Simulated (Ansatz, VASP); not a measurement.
PbSe in VASP and in Ansatz

The input INCAR:

```
SYSTEM = PbSe
PREC = Accurate
ENCUT = 520
EDIFF = 1E-8
ISMEAR = -1
SIGMA = 0.01
LREAL = .False.
LASPH = .True.
NELM = 100
ALGO = Normal
ISIF = 2
LWAVE = .False.
LCHARG = .False.
GGA = PS
LEFG = .True.
NBANDS = 17
```

Contents of KPOINTS:

```
regular mesh
0
Gamma
  9 9 9
  0 0 0
```

Contents of POSCAR:

```
PbSe
1.0
    0.0000000000      3.0315285000      3.0621500000
    3.0315285000      0.0000000000      3.0621500000
    3.0315285000      3.0315285000      0.0000000000
Pb Se
1 1
Direct
    0.0000000000      0.0000000000      0.0000000000
    0.5000000000      0.5000000000      0.5000000000
```

Input for Ansatz:

```yaml
crystal:
  lattice:
    - [0.0, 3.0315285, 3.06215]
    - [3.0315285, 0.0, 3.06215]
    - [3.0315285, 3.0315285, 0.0]
  atoms:
    - { symbol: Pb, position: [0.0, 0.0, 0.0] }
    - { symbol: Se, position: [0.5, 0.5, 0.5] }
kpoints:
  mp_grid: { grid: [9, 9, 9] }
scf:
  occupations: { method: fermi_dirac, width: 0.01 }
hamiltonian:
  xc: pbesol
  pseudopotentials: { kind: paw }
output:
  forces: true
  stress: true
  eigenvalues: true
  efg: { contact_densities: true }
```

Change from the starting cell: equal xx and yy strain of -1 %, PAW files.

Alike in both runs: task electric field gradients; functional PBEsol; k mesh 9 × 9 × 9; occupations fermi-dirac, width 0.01 eV; no spin polarisation.

|  | VASP | Ansatz |
| --- | --- | --- |
| version | VASP 6.6.1 | Ansatz 0.2.0 |
| potentials or method | VASP PAW PBE potentials, release 64 (Pb_d, Se) | PAW with Ansatz's default frozen-core files, scalar-relativistic |
| plane-wave cutoff (eV) | 520 | 420 |
| valence electrons in the cell | 20 | 30 |

|  | VASP | Ansatz | Ansatz less VASP |
| --- | --- | --- | --- |
| gap on the k mesh at the Fermi level (eV) | 0.63 | 0.63 | 0.000 |
| pressure (GPa) | 0.5 | 0.5 | 0.00 |
| largest component of the traceless stress (GPa) | 0.87 | 0.87 | -0.004 |
| Vzz of the field gradient on the site that differs most (V/Å²) | 31.4 | 33.0 | +1.66 |

The two sets of potentials don't hold the same shells in valence. Ansatz warned: «gradients_without_spin_orbit».

Caveats: the PAW data sets were made with another functional, which shifts forces and pressure a little (VASP); spin-orbit coupling is left out, which as a rule narrows the gap of such compounds by several tenths of an eV; an odd mesh through Γ misses points on the zone boundary, where band edges often lie.
